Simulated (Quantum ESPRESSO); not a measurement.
## KBr: changing the functional

```cif
data_structure
_symmetry_space_group_name_H-M 'P 1'
_symmetry_Int_Tables_number 1
_cell_length_a 4.6669
_cell_length_b 4.6669
_cell_length_c 4.6669
_cell_angle_alpha 60.000
_cell_angle_beta 60.000
_cell_angle_gamma 60.000
_cell_volume 71.87
loop_
_atom_site_label
_atom_site_type_symbol
_atom_site_fract_x
_atom_site_fract_y
_atom_site_fract_z
_atom_site_occupancy
Br1 Br 0.50000 0.50000 0.50000 1
K1 K 0.00000 0.00000 0.00000 1
```

Kept alike: task phonons; k mesh 4 × 4 × 4, shifted; occupations fermi-dirac, width 0.05 eV; no spin polarisation. Program: Quantum ESPRESSO, potentials by row: PseudoDojo 0.4.1 SR PBE standard (AM05 on files made for PBE, PBE, PW91 on files made for PBE, revPBE on files made for PBE, vdW-DF-cx on files made for PBE); PseudoDojo 0.4.1 SR LDA standard (LDA). Cutoffs run from 980 to 1007 eV. The mesh is that of the run's cell of 2 atoms. No spin-orbit coupling.

| functional | electronic dielectric constant (mean of the diagonal) |
| --- | --- |
| AM05 | 2.51 |
| LDA | 2.76 |
| PBE | 2.50 |
| PW91 | 2.50 |
| revPBE | 2.36 |
| vdW-DF-cx | 2.55 |

Potentials were made for PBE (AM05, PBE, PW91, revPBE, vdW-DF-cx); LDA (LDA).

What does the functional change here?

The electronic dielectric constant runs from 2.36 (revPBE) to 2.76 mean of the diagonal (LDA). From PBE: AM05 +0.01; LDA +0.26; PW91 +0.00; revPBE -0.14; vdW-DF-cx +0.05.
